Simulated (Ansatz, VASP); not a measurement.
# One calculation of MgO, two programs

```xyz
2
Lattice="0.0000 2.1351 2.1351 2.2472 0.0000 2.1351 2.2472 2.1351 0.0000" Properties=species:S:1:pos:R:3 pbc="T T T"
Mg    0.0000    0.0000    0.0000
O     2.2472    2.1351    2.1351
```

Change from the starting cell: strain +0.0525 x Voigt [1, 0, 0, 0, 0, 0], atoms carried along.

Alike in both runs: task single point; functional PBE; k mesh 10 × 10 × 10; occupations gaussian, width 0.05 eV; no spin polarisation.

|  | VASP | Ansatz |
| --- | --- | --- |
| version | VASP 6.6.1 | Ansatz 0.2.0 |
| potentials or method | VASP PAW PBE potentials, release 64 (Mg, O) | scalar-relativistic, plane waves, PAW |
| plane-wave cutoff (eV) | 520 | 420 |
| valence electrons in the cell | 8 | 16 |

VASP gave:

| Property | Result |
| --- | --- |
| gap on the k mesh at the Fermi level (eV) | 3.80 |
| least direct gap on the mesh (eV) | 3.80 |
| pressure (GPa) | -8.3 |
| largest component of the traceless stress (GPa) | 3.59 |

Estimate Ansatz's values.

gap on the k mesh at the Fermi level (eV): 3.82; least direct gap on the mesh (eV): 3.82; pressure (GPa): -7.6; largest component of the traceless stress (GPa): 3.59.

The two sets of potentials don't hold the same shells in valence.
